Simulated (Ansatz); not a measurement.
# NaH (h-MgO (five-fold) type): optical response by level

How does NaH (h-MgO (five-fold) type) absorb light if electrons and holes don't interact? Plan: HSE06 for the gap; optics with PBE on 6×6×6; optics with r2SCAN on 6×6×6; optics with LDA on 6×6×6; optics with PBE and scissors to the HSE06 gap on 6×6×6.

Method: plane waves, PAW; no local fields, no excitons, in Ansatz 0.2.0.

**1. The structure to begin with**

Symmetry: P6_3/mmc, No. 194, hexagonal system. Conventional cell: a = 3.953 Å, b = 3.953 Å, c = 4.828 Å, α = 90.00°, β = 90.00°, γ = 120.00°. Around Na (site symmetry -6m2) lie 5 H at 2.28 to 2.41 Å. H (site symmetry -6m2) is surrounded by 5 Na at 2.28 to 2.41 Å.

Structure file:

```
CELL_PARAMETERS angstrom
3.95331 0.00000 0.00000
-1.97665 3.42366 0.00000
0.00000 0.00000 4.82832
ATOMIC_POSITIONS crystal
Na 0.33333 0.66667 0.25000
Na 0.66667 0.33333 0.75000
H 0.66667 0.33333 0.25000
H 0.33333 0.66667 0.75000
```

The cell was relaxed beforehand with r2SCAN; those runs aren't shown.

**2. HSE06 levels at special points**

input.yaml reads:

```yaml
crystal:
  lattice:
    - [3.9533072809, 0.0, 0.0]
    - [-1.9766536405, 3.4236645342, 0.0]
    - [0.0, 0.0, 4.828323776]
  atoms:
    - { symbol: Na, position: [0.3333333333, 0.6666666667, 0.25] }
    - { symbol: Na, position: [0.6666666667, 0.3333333333, 0.75] }
    - { symbol: H, position: [0.6666666667, 0.3333333333, 0.25] }
    - { symbol: H, position: [0.3333333333, 0.6666666667, 0.75] }
kpoints:
  mp_grid: { grid: [6, 6, 4] }
  band_path:
    path:
      - [0.0, 0.0, 0.0]
      - [0.5, 0.0, 0.0]
      - [0.3333333333, 0.3333333333, 0.0]
      - [0.0, 0.0, 0.5]
      - [0.5, 0.0, 0.5]
      - [0.3333333333, 0.3333333333, 0.5]
      - [-0.09375, 0.1875, 0.0]
      - [0.3, 0.3, 0.0]
    npoints: 1
hamiltonian:
  xc: hse06
scf:
  occupations: { method: fixed }
  n_extra_bands: 5
output:
  forces: true
  stress: true
  eigenvalues: true
```

Launch:

```
$ ansatz run input.yaml --threads 4 --pin off --max-ram 3686MiB --backend cpu --events-out ev --progress --plain --runs-dir out
```

Further steps of the session: Optics, PBE; Optics, r2SCAN; Optics, LDA; Optics, PBE with a scissors shift.

**Question.** What will the summary of the whole plan be? Wanted: ε∞, PBE; ε∞, r2SCAN; ε∞, LDA; tallest peak of ε₂, PBE; tallest peak of ε₂, r2SCAN; tallest peak of ε₂, LDA; HSE06 direct gap.

As calculated:

| quantity | value |
| --- | --- |
| ε∞, PBE | 2.84 (xx, yy), 2.85 (zz) |
| ε∞, r2SCAN | 2.62 (xx, yy), 2.60 (zz) |
| ε∞, LDA | 3.10 (xx, yy), 3.12 (zz) |
| ε∞, PBE + 1.00 eV scissors | 2.58 (xx, yy), 2.60 (zz) |
| tallest peak of ε₂, PBE | 6.9 at 5.45 eV |
| tallest peak of ε₂, r2SCAN | 5.5 at 5.95 eV |
| tallest peak of ε₂, LDA | 7.7 at 5.15 eV |
| tallest peak of ε₂, PBE + 1.00 eV scissors | 6.9 at 6.45 eV |
| HSE06 direct gap | 5.10 eV |

What this shows: From LDA to PBE + 1.00 eV scissors the direct gap grows from 3.96 to 5.24 eV, and ε∞ goes from 3.10 to 2.59 (mean of the axes): a wider gap screens less. The response is anisotropic: with PBE ε∞ is 2.84 (xx, yy), 2.85 (zz). Local fields and excitons are left out: both change ε∞, and without excitons the onset lacks its lines.
